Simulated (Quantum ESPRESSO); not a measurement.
Runs of Quantum ESPRESSO 7.5 on HfN. The structure is cubic, space group Fm-3m (No. 225). Conventional cell: a = 4.512 Å, b = 4.512 Å, c = 4.512 Å, α = 90.00°, β = 90.00°, γ = 90.00°. Hf (site symmetry m-3m) is surrounded by 6 N at 2.26 Å. Around N (site symmetry m-3m) lie 6 Hf at 2.26 Å. 

| task | level | potentials or basis | U | cell | k mesh | start of the occupations | hubbard projectors | form of the LDA correlation | mixing beta | gap on the mesh (eV) | pressure (GPa) |
| --- | --- | --- | --- | --- | --- | --- | --- | --- | --- | --- | --- |
| Hubbard U by linear response | LDA+U | GBRV 1.5 LDA | Hf d U = 8.0 eV | as given | 8 × 8 × 8 | default | ortho-atomic | PZ81 | 0.3 | none | (a) |
| Hubbard U by linear response | LDA+U | GBRV 1.5 LDA | Hf d U = 6.0 eV | as given | 8 × 8 × 8 | default | ortho-atomic | PZ81 | 0.3 | none | 2.7 |
| Hubbard U by linear response | LDA+U | GBRV 1.5 LDA | Hf d U = 0.0001 eV | as given | 8 × 8 × 8 | default | ortho-atomic | PZ81 | 0.3 | none | -8.7 |
| phonon dispersion | LDA | GBRV 1.5 LDA | - | relaxed | 10 × 10 × 10 | - | - | PZ81 | 0.5 | none | -0.1 |
| phonon dispersion | PBEsol | GBRV 1.5 PBEsol | - | relaxed | 10 × 10 × 10 | - | - | - | 0.5 | none | 0.0 |

Alike in all rows: no spin polarisation; cutoff (eV) 612; smearing cold 0.2 eV.

Estimate the missing entries.

(a) 7.1.

Caveats: U without spin polarisation on a metal has little footing (some runs).

A k mesh can miss the band edges, and the runs leave out spin-orbit coupling on Hf.

A gap of «none» marks a metal or a gap under the smearing width.
